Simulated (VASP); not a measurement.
# Ge (Cmcm) in VASP: further runs

The runs below take Ge through single point, with PBE.

Everything below comes from runs of VASP 6.6.1. Logs are shortened: lines on timing, memory, paths and dates and some standing lists are left out, and cuts for length are marked.

## (1) Starting point

Symmetry: Cmcm, No. 63, orthorhombic system. The conventional cell has a = 2.976 Å, b = 5.189 Å, c = 4.728 Å, α = 90.00°, β = 90.00°, γ = 90.00°. Ge (site symmetry m2m) is surrounded by 12 Ge at 2.92 to 2.99 Å.

This isn't the form of Ge at room conditions, which is diamond.

## (2) Single point, PBE

The input, INCAR:

```
SYSTEM = Ge
PREC = Accurate
ENCUT = 550
EDIFF = 1E-6
ISMEAR = 0
SIGMA = 0.05
LREAL = Auto
LASPH = .True.
NELM = 100
ALGO = Normal
ISIF = 2
LWAVE = .False.
LCHARG = .False.
GGA = PE
ADDGRID = .False.
```

The input, KPOINTS:

```
regular mesh
0
Gamma
  9 9 5
  0 0 0
```

The input, POSCAR:

```
Ge
1.0
    1.4880529250     -2.5946896100      0.0000000000
    1.4880529250      2.5946896100      0.0000000000
    0.0000000000      0.0000000000      4.7275957900
Ge
2
Direct
    0.3592940000      0.6730280000      0.2256240000
    0.6679590000      0.3129580000      0.7530700000
```

Potentials or basis: VASP PAW PBE potentials, release 64 (Ge_d).

The run is started by

```sh
> cat potpaw_PBE.64/Ge_d/POTCAR > POTCAR
> mpirun -np 1 vasp_std > vasp.out
```

OUTCAR:

```text
SYSTEM = Ge
   PREC = Accurate
   ENCUT = 550
   EDIFF = 1E-6
   ISMEAR = 0
   LREAL = Auto
   LASPH = .True.
   NELM = 100
   ISIF = 2
   GGA = PE

 Found    203 irreducible k-points:

 Following reciprocal coordinates:
            Coordinates               Weight
  0.000000  0.000000  0.000000      1.000000
  0.111111  0.000000  0.000000      2.000000
  0.000000  0.111111  0.000000      2.000000
  0.222222  0.000000  0.000000      2.000000
  0.000000  0.222222  0.000000      2.000000
  0.333333  0.000000  0.000000      2.000000
   k-points           NKPTS =    203   k-points in BZ     NKDIM =    203   number of bands    NBANDS=     18
   number of dos      NEDOS =    301   number of ions     NIONS =      2
   total plane-waves  NPLWV =  20736
   dimension x,y,z NGX =    24 NGY =   24 NGZ =   36
   dimension x,y,z NGXF=    48 NGYF=   48 NGZF=   72
   ions per type =               2
   NGX,Y,Z   is equivalent  to a cutoff of  13.34, 13.34, 12.66 a.u.
   NGXF,Y,Z  is equivalent  to a cutoff of  26.68, 26.68, 25.32 a.u.
 SYSTEM =  Ge
   PREC   = accura    normal or accurate (medium, high low for compatibility)
   ISTART =      0    job   : 0-new  1-cont  2-samecut
   ICHARG =      2    charge: 1-file 2-atom 10-const
   ISPIN  =      1    spin polarized calculation?
   LNONCOLLINEAR =      F non collinear calculations
   LSORBIT =      F    spin-orbit coupling
   LASPH  =      T    aspherical Exc in radial PAW
   ENCUT  =  550.0 eV  40.42 Ry    6.36 a.u.   5.72  5.72  9.04*2*pi/ulx,y,z
   NELM   =    100;   NELMIN=  2; NELMDL= -5     # of ELM steps
   EDIFF  = 0.1E-05   stopping-criterion for ELM
   LREAL  =      T    real-space projection
   EDIFFG = 0.1E-04   stopping-criterion for IOM
   NSW    =      0    number of steps for IOM
   IBRION =     -1    ionic relax: 0-MD 1-quasi-New 2-CG
   NFREE  =      0    steps in history (QN), initial steepest desc. (CG)
   ISIF   =      2    stress and relaxation
   ISYM   =      2    0-nonsym 1-usesym 2-fastsym
   POTIM  = 0.5000    time-step for ionic-motion
   TEBEG  =    0.0;   TEEND  =   0.0 temperature during run
   PSTRESS=    0.0 pullay stress
   NELECT =      28.0000    total number of electrons
   NUPDOWN=      -1.0000    fix difference up-down
   EMIN   =  10.00;   EMAX   =-10.00  energy-range for DOS
   EFERMI =   0.00;   METHOD = LEGACY
   ISMEAR =     0;   SIGMA  =   0.05  broadening in eV -4-tet -1-fermi 0-gaus
   EFERMI_NEDOS =   21; number of points for ismear=-14 and -15
   IALGO  =     38    algorithm
   IMIX   =      4    mixing-type and parameters
     AMIX     =   0.40;   BMIX     =  1.00
     AMIX_MAG =   1.60;   BMIX_MAG =  1.00
  volume/ion in A,a.u.               =      18.25       123.18
  Fermi-wavevector in a.u.,A,eV,Ry     =   1.498544  2.831837 30.553703  2.245634
  Thomas-Fermi vector in A             =   2.610289
   LORBIT       =      0    0 simple, 1 ext, 2 COOP (PROOUT), +10 PAW based schemes
   GGA     = PE    functional components
   LHFCALC =     F    Hartree Fock is set to
   AEXX    =    0.0000 exact exchange contribution
   IVDW    =     0    specifies the selected vdW correction
   LEPSILON=     F    determine dielectric tensor
   LRPA    =     F    only Hartree local field effects (RPA)
 non-spin polarized calculation
 Gauss-broadening in eV      SIGMA  =   0.05
  energy-cutoff  :      550.00
  volume of cell :       36.51
 maximum number of plane-waves:      1087
   NGX = 11   NGY = 11   NGZ = 19

 number of electron      28.0000007 magnetization

 Free energy of the ion-electron system (eV)
  ---------------------------------------------------
  ext. energy  EPLUGINS =         0.00000000
  ---------------------------------------------------
  free energy    TOTEN  =        -8.30854624 eV

  energy without entropy =       -8.30704315  energy(sigma->0) =       -8.30779470

 E-fermi :   7.1675     XC(G=0): -11.4605

 val. band max:        7.1575510217   @ k =   0.2222   0.4444  -0.4000
 cond. band min:       7.1706653962   @ k =  -0.4444  -0.3333   0.4000
 fundamental gap:      0.0131143745
 Fermi energy:         7.1674644559

 k-point     1 :       0.0000    0.0000    0.0000
  band No.  band energies     occupation
      1     -17.6222      2.00000
      2     -17.6125      2.00000
      3     -17.6115      2.00000
      4     -17.6092      2.00000
      5     -17.6058      2.00000
      6     -17.5989      2.00000
      7     -17.5841      2.00000
      8     -17.5731      2.00000
      9     -17.5140      2.00000
     10     -17.5014      2.00000
     11      -6.3661      2.00000
     12      -0.3968      2.00000
     13       1.5684      2.00000
     14      13.5318      0.00000
     15      13.8374      0.00000
     16      15.5724      0.00000
     17      16.0086      0.00000
     18      17.2523      0.00000

 k-point     2 :       0.1111    0.0000    0.0000
  band No.  band energies     occupation
      1     -17.6276      2.00000
      2     -17.6155      2.00000
      3     -17.6082      2.00000
      4     -17.6015      2.00000
      5     -17.5967      2.00000
      6     -17.5895      2.00000
      7     -17.5808      2.00000
      8     -17.5773      2.00000
      9     -17.5195      2.00000
     10     -17.5007      2.00000
     11      -6.0904      2.00000
     12      -0.1443      2.00000
     13       1.8532      2.00000
     14      11.2431      0.00000
     15      12.5539      0.00000
     16      14.5532      0.00000
     17      16.2456      0.00000
     18      16.7409      0.00000

 k-point     3 :       0.0000    0.1111    0.0000
  band No.  band energies     occupation
      1     -17.6268      2.00000
      2     -17.6168      2.00000
      3     -17.6039      2.00000
      4     -17.6017      2.00000
      5     -17.5993      2.00000
      6     -17.5894      2.00000
      7     -17.5848      2.00000
      8     -17.5744      2.00000
      9     -17.5126      2.00000
     10     -17.5075      2.00000
     11      -6.0895      2.00000
     12      -0.1457      2.00000
     13       1.8568      2.00000
     14      11.1415      0.00000
     15      12.6621      0.00000
     16      14.6986      0.00000
     17      16.0751      0.00000
     18      16.6599      0.00000

 k-point     4 :       0.2222    0.0000    0.0000
  band No.  band energies     occupation
      1     -17.6442      2.00000
      2     -17.6182      2.00000
      3     -17.6112      2.00000
      4     -17.5924      2.00000
      5     -17.5855      2.00000
      6     -17.5739      2.00000
      7     -17.5631      2.00000
      8     -17.5602      2.00000
      9     -17.5313      2.00000
     10     -17.4984      2.00000
     11      -5.2646      2.00000
     12       0.5989      2.00000
     13       2.6939      2.00000
     14       7.5278      0.00000
     15      11.1336      0.00000
     16      12.1629      0.00000
     17      14.6708      0.00000
     18      15.5115      0.00000

 k-point     5 :       0.0000    0.2222    0.0000
  band No.  band energies     occupation
      1     -17.6444      2.00000
      2     -17.6201      2.00000
      3     -17.6019      2.00000
      4     -17.5966      2.00000
      5     -17.5853      2.00000
      6     -17.5741      2.00000
      7     -17.5647      2.00000
      8     -17.5597      2.00000
      9     -17.5261      2.00000
     10     -17.5055      2.00000
     11      -5.2600      2.00000
     12       0.5905      2.00000
     13       2.7112      2.00000
     14       7.4784      0.00000
     15      11.1805      0.00000
     16      12.2249      0.00000
     17      14.4741      0.00000
     18      15.5206      0.00000

 k-point     6 :       0.3333    0.0000    0.0000
  band No.  band energies     occupation
      1     -17.6618      2.00000
      2     -17.6267      2.00000
      3     -17.6194      2.00000
      4     -17.6055      2.00000
      5     -17.5751      2.00000
      6     -17.5466      2.00000
      7     -17.5426      2.00000
      8     -17.5328      2.00000
      9     -17.5278      2.00000
     10     -17.4962      2.00000
     11      -3.9022      2.00000
     12       1.6480      2.00000
     13       4.0292      2.00000
     14       4.3261      2.00000
     15       9.2978      0.00000
     16      10.0686      0.00000
     17      11.8079      0.00000
     18      14.1225      0.00000

 [... further k-points ...]

------------------------ aborting loop because EDIFF is reached ----------------------------------------

  FORCE on cell =-STRESS in cart. coord.  units (eV):
  Direction    XX          YY          ZZ          XY          YZ          ZX
  --------------------------------------------------------------------------------------
  -------------------------------------------------------------------------------------
  Total        0.7320378      0.7483694      1.3941189      0.0586087      0.0231651      0.0460303
  in kB       32.1269867     32.8437285     61.1837737      2.5721616      1.0166499      2.0201335
  external PRESSURE =      42.0514963 kB  Pullay stress =       0.0000000 kB

 VOLUME and BASIS-vectors are now :
 -----------------------------------------------------------------------------
  energy-cutoff  :      550.00
  volume of cell :       36.51
      direct lattice vectors                 reciprocal lattice vectors
     1.488052925 -2.594689610  0.000000000     0.336009554 -0.192701277  0.000000000
     1.488052925  2.594689610  0.000000000     0.336009554  0.192701277  0.000000000
     0.000000000  0.000000000  4.727595790     0.000000000  0.000000000  0.211524006

 POSITION                                       TOTAL-FORCE (eV/Angst)
 -----------------------------------------------------------------------------------
      1.53615      0.81404      1.06666         0.000989     -0.007952      0.398334
      1.45966     -0.92112      3.56021        -0.000989      0.007952     -0.398334
 -----------------------------------------------------------------------------------
    total drift:                               -0.000125      0.000007      0.000368

  FREE ENERGIE OF THE ION-ELECTRON SYSTEM (eV)
  ---------------------------------------------------
  free  energy   TOTEN  =        -8.3085462447 eV

  energy  without entropy=       -8.3070431520  energy(sigma->0) =       -8.30779470
```

It took 60 s on 1 thread of Intel Xeon 6975P-C (Granite Rapids), shared host; peak memory 0.22 GiB.

The run converged, but some of its settings lie outside the range that counts as converged, so its numbers aren't taken as properties of the crystal.

What came out:

```
Free energy            : -8.3085 eV
Pressure               : 4.2 GPa
Largest force          : 0.398 eV/Å
Band gap on the k mesh : none (metal or under the smearing width)
```

## (3) Single point, PBE

INCAR: that of step 2 with these lines changed.

```diff
@@ -3,6 +3,6 @@
 ENCUT = 550
-EDIFF = 1E-6
+EDIFF = 1E-4
 ISMEAR = 0
 SIGMA = 0.05
-LREAL = Auto
+LREAL = .False.
 LASPH = .True.
```

KPOINTS is that of step 2.

The input, POSCAR:

```
Ge
1.0
    1.4880529250     -2.5946896100      0.0000000000
    1.4880529250      2.5946896100      0.0000000000
    0.0000000000      0.0000000000      4.7275957900
Ge
2
Direct
    0.3334466300      0.6665533700      0.2500000000
    0.6665533700      0.3334466300      0.7500000000
```

Potentials or basis: VASP PAW PBE potentials, release 64 (Ge_d).

The run is started by

```sh
> cat potpaw_PBE.64/Ge_d/POTCAR > POTCAR
> mpirun -np 1 vasp_std > vasp.out
```

OUTCAR:

```text
SYSTEM = Ge
   PREC = Accurate
   ENCUT = 550
   EDIFF = 1E-4
   ISMEAR = 0
   LREAL = .False.
   LASPH = .True.
   NELM = 100
   ISIF = 2
   GGA = PE

 Found     75 irreducible k-points:

 Following reciprocal coordinates:
            Coordinates               Weight
  0.000000  0.000000  0.000000      1.000000
  0.111111  0.000000  0.000000      4.000000
  0.222222  0.000000  0.000000      4.000000
  0.333333  0.000000  0.000000      4.000000
  0.444444  0.000000  0.000000      4.000000
  0.111111  0.111111  0.000000      2.000000
   k-points           NKPTS =     75   k-points in BZ     NKDIM =     75   number of bands    NBANDS=     18
   number of dos      NEDOS =    301   number of ions     NIONS =      2
   total plane-waves  NPLWV =  20736
   dimension x,y,z NGX =    24 NGY =   24 NGZ =   36
   dimension x,y,z NGXF=    48 NGYF=   48 NGZF=   72
   ions per type =               2
   NGX,Y,Z   is equivalent  to a cutoff of  13.34, 13.34, 12.66 a.u.
   NGXF,Y,Z  is equivalent  to a cutoff of  26.68, 26.68, 25.32 a.u.
 SYSTEM =  Ge
   PREC   = accura    normal or accurate (medium, high low for compatibility)
   ISTART =      0    job   : 0-new  1-cont  2-samecut
   ICHARG =      2    charge: 1-file 2-atom 10-const
   ISPIN  =      1    spin polarized calculation?
   LNONCOLLINEAR =      F non collinear calculations
   LSORBIT =      F    spin-orbit coupling
   LASPH  =      T    aspherical Exc in radial PAW
   ENCUT  =  550.0 eV  40.42 Ry    6.36 a.u.   5.72  5.72  9.04*2*pi/ulx,y,z
[... 54 lines left out ...]
 fundamental gap:      0.0159217768
 Fermi energy:         7.1316591882

 k-point     1 :       0.0000    0.0000    0.0000
  band No.  band energies     occupation
      1     -17.6151      2.00000
      2     -17.6044      2.00000
      3     -17.6028      2.00000
      4     -17.6007      2.00000
      5     -17.5952      2.00000
      6     -17.5919      2.00000
[... 103 lines left out ...]
      5     -17.5830      2.00000
      6     -17.5784      2.00000
[... 10 lines left out ...]
     17      14.8966      0.00000
     18      15.3608      0.00000

 [... further k-points ...]

------------------------ aborting loop because EDIFF is reached ----------------------------------------

  FORCE on cell =-STRESS in cart. coord.  units (eV):
  Direction    XX          YY          ZZ          XY          YZ          ZX
  --------------------------------------------------------------------------------------
  -------------------------------------------------------------------------------------
  Total        0.7958404      0.6176720      1.1489121      0.0000000     -0.0000000      0.0000000
  in kB       34.9270919     27.1078045     50.4223729      0.0000000     -0.0000000      0.0000000
  external PRESSURE =      37.4857564 kB  Pullay stress =       0.0000000 kB

 VOLUME and BASIS-vectors are now :
 -----------------------------------------------------------------------------
  energy-cutoff  :      550.00
  volume of cell :       36.51
      direct lattice vectors                 reciprocal lattice vectors
     1.488052925 -2.594689610  0.000000000     0.336009554 -0.192701277  0.000000000
     1.488052925  2.594689610  0.000000000     0.336009554  0.192701277  0.000000000
     0.000000000  0.000000000  4.727595790     0.000000000  0.000000000  0.211524006

 POSITION                                       TOTAL-FORCE (eV/Angst)
 -----------------------------------------------------------------------------------
      1.48805      0.86431      1.18190         0.000000     -0.000545     -0.000000
      1.48805     -0.86431      3.54570         0.000000      0.000545      0.000000
 -----------------------------------------------------------------------------------
    total drift:                                0.000000     -0.000000      0.000000

  FREE ENERGIE OF THE ION-ELECTRON SYSTEM (eV)
  ---------------------------------------------------
  free  energy   TOTEN  =        -8.3340923996 eV

  energy  without entropy=       -8.3318967959  energy(sigma->0) =       -8.33299460
```

OSZICAR:

```text
N       E                     dE             d eps       ncg     rms          rms(c)
DAV:   1     0.155871467612E+03    0.15587E+03   -0.15603E+04  2820   0.463E+03
DAV:   2     0.982536386372E+01   -0.14605E+03   -0.14329E+03  2726   0.528E+02
DAV:   3    -0.786508513977E+01   -0.17690E+02   -0.17476E+02  3028   0.136E+02
DAV:   4    -0.835811559604E+01   -0.49303E+00   -0.48823E+00  3176   0.258E+01
DAV:   5    -0.836544452161E+01   -0.73289E-02   -0.72855E-02  2880   0.315E+00    0.167E+00
DAV:   6    -0.834408186956E+01    0.21363E-01   -0.20950E-02  3506   0.254E+00    0.920E-01
DAV:   7    -0.833440825077E+01    0.96736E-02   -0.14454E-02  3514   0.170E+00    0.775E-02
DAV:   8    -0.833408089030E+01    0.32736E-03   -0.12267E-03  3126   0.715E-01    0.289E-02
DAV:   9    -0.833409239958E+01   -0.11509E-04   -0.28872E-05  1434   0.639E-02
   1 F= -.83340924E+01 E0= -.83329946E+01  d E =-.219560E-02
```

stdout:

```text
POSCAR found type information on POSCAR Ge
 POSCAR found :  1 types and       2 ions
 scaLAPACK will be used
 LDA part: xc-table for (Slater+PW92), standard interpolation
 POSCAR, INCAR and KPOINTS ok, starting setup
 FFT: planning ... GRIDC
 FFT: planning ... GRID_SOFT
 FFT: planning ... GRID
 WAVECAR not read
 entering main loop
```

It took 10 s on 1 thread of Intel Xeon 6975P-C (Granite Rapids), shared host; peak memory 0.18 GiB.

The run converged, but some of its settings lie outside the range that counts as converged, so its numbers aren't taken as properties of the crystal.

Results:

| Item | Value |
| --- | --- |
| Free energy | -8.3341 eV |
| Pressure | 3.7 GPa |
| Band gap on the k mesh | none (metal or under the smearing width) |

## (4) For comparison

An earlier run on the cell as given: functional PBEsol; potentials or basis VASP PAW PBE potentials, release 64 (Ge_d); cutoff 520 eV; k mesh 10 × 10 × 6; occupations fermi-dirac, width 0.05 eV; no spin polarisation.

- Pressure: 0.5 GPa
- Band gap on the k mesh: none (metal or under the smearing width)
